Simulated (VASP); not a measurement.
Here is a VASP 6.6.1 calculation.

The input INCAR:

```
SYSTEM = Cd
PREC = Accurate
ENCUT = 600
EDIFF = 1E-6
ISMEAR = 1
SIGMA = 0.1
LREAL = .FALSE.
LASPH = .TRUE.
NELM = 80
ALGO = Normal
ISIF = 3
LWAVE = .FALSE.
LCHARG = .FALSE.
GGA = PE
IBRION = 2
NSW = 90
EDIFFG = -0.01
KPAR = 2
```

File KPOINTS:

```
Automatic mesh
0
G
  15 15 7
  0 0 0
```

The input POSCAR:

```
Cd
1.0
    2.9788700000      0.0000000000      0.0000000000
   -1.4894350000      2.5797770946      0.0000000000
    0.0000000000      0.0000000000      5.6176500000
Cd
2
Direct
    0.3333333333      0.6666666667      0.2500000000
    0.6666666667      0.3333333333      0.7500000000
```

Potentials or basis: VASP PAW PBE potentials, release 64 (Cd).

The run is started by

```sh
$ cat potpaw_PBE.64/Cd/POTCAR > POTCAR
$ mpirun -np 2 vasp_std > vasp.out
```

Q: What does it give for the relaxed cell?

A: a = 3.013 Å, b = 3.013 Å, c = 5.862 Å, α = 90.00°, β = 90.00°, γ = 120.00°.

Q: Predict the band gap on the k mesh.

A: None (metal or under the smearing width).

Q: Estimate the space group after relaxing (to 0.05 Å).

A: P6_3/mmc (No. 194).

Final structure:
```xyz
2
Lattice="3.0131 0.0000 0.0000 -1.5065 2.6094 0.0000 0.0000 0.0000 5.8617" Properties=species:S:1:pos:R:3 pbc="T T T"
Cd    0.0000    1.7396    1.4654
Cd    1.5065    0.8698    4.3963
```

PBE usually gives volumes a little too large and moduli too small. Zero-point motion and thermal expansion aren't in these numbers.
